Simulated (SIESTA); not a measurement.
The system is Ti3O.

```
CELL_PARAMETERS angstrom
5.12685 0.00000 0.00000
-2.56342 4.43998 0.00000
0.00000 0.00000 4.91119
ATOMIC_POSITIONS crystal
Ti 0.32971 0.00000 0.25000
Ti 0.32971 0.32971 0.75000
Ti 0.67029 0.67029 0.25000
Ti 0.67029 0.00000 0.75000
Ti 0.00000 0.32971 0.25000
Ti 0.00000 0.67029 0.75000
O 0.00000 0.00000 0.00000
O 0.00000 0.00000 0.50000
```

The cell comes from a database or a generator and needn't be the stable form of this composition.

| Item | Value |
| --- | --- |
| Program | SIESTA 5.4.2 |
| Task | single point |
| Functional | PBEsol |
| Potentials or basis | PseudoDojo 0.4 standard (PBEsol files) |
| Basis | DZP (energy shift 0.003 Ry; two zetas on semicore shells) |
| Grid cutoff | 800 Ry |
| Energy shift | 0.003 Ry |
| k mesh | 6 × 6 × 6 |
| Occupations | fermi-dirac, width 0.05 eV |
| Spin | no spin polarisation |

On this cell: pressure -4.6 GPa; largest force 0.025 eV/Å; band gap on the k mesh none (metal or under the smearing width).

The same run follows on a disturbed copy (atoms moved at random, drawn with an rms of 0.05 Å):

```
CELL_PARAMETERS angstrom
5.12685 0.00000 0.00000
-2.56342 4.43998 0.00000
0.00000 0.00000 4.91119
ATOMIC_POSITIONS crystal
Ti 0.31283 0.98849 0.24904
Ti 0.33444 0.32584 0.75589
Ti 0.68234 0.67307 0.24590
Ti 0.66824 0.99522 0.75344
Ti 0.00615 0.33106 0.26355
Ti 0.99949 0.66796 0.74906
O 0.00744 0.00869 0.00416
O 0.00713 0.00158 0.49903
```

Task: What changes?

Result: The energy (extrapolated to zero smearing) moves by +14.6 meV/atom; pressure -3.2 GPa; largest force 1.612 eV/Å; band gap on the k mesh none (metal or under the smearing width).

Forces on the atoms (eV/Å):
```
Ti   1.576  0.324  0.108
Ti  -0.051  0.235 -0.170
Ti  -0.506 -0.519  0.240
Ti   0.274  0.101 -0.057
Ti  -0.368  0.381 -0.398
Ti  -0.007  0.090  0.144
O   -0.466 -0.319 -0.499
O   -0.449 -0.293  0.632
```

Stress tensor (GPa, compression positive):
```
-2.26  0.29  0.26
 0.29 -3.46 -0.96
 0.26 -0.96 -3.91
```

Caveats: the basis of atomic orbitals isn't converged, which shifts pressures, moduli and gaps; semilocal functionals often make such compounds metallic where correlation or magnetic order opens a gap, which also shifts bond lengths.
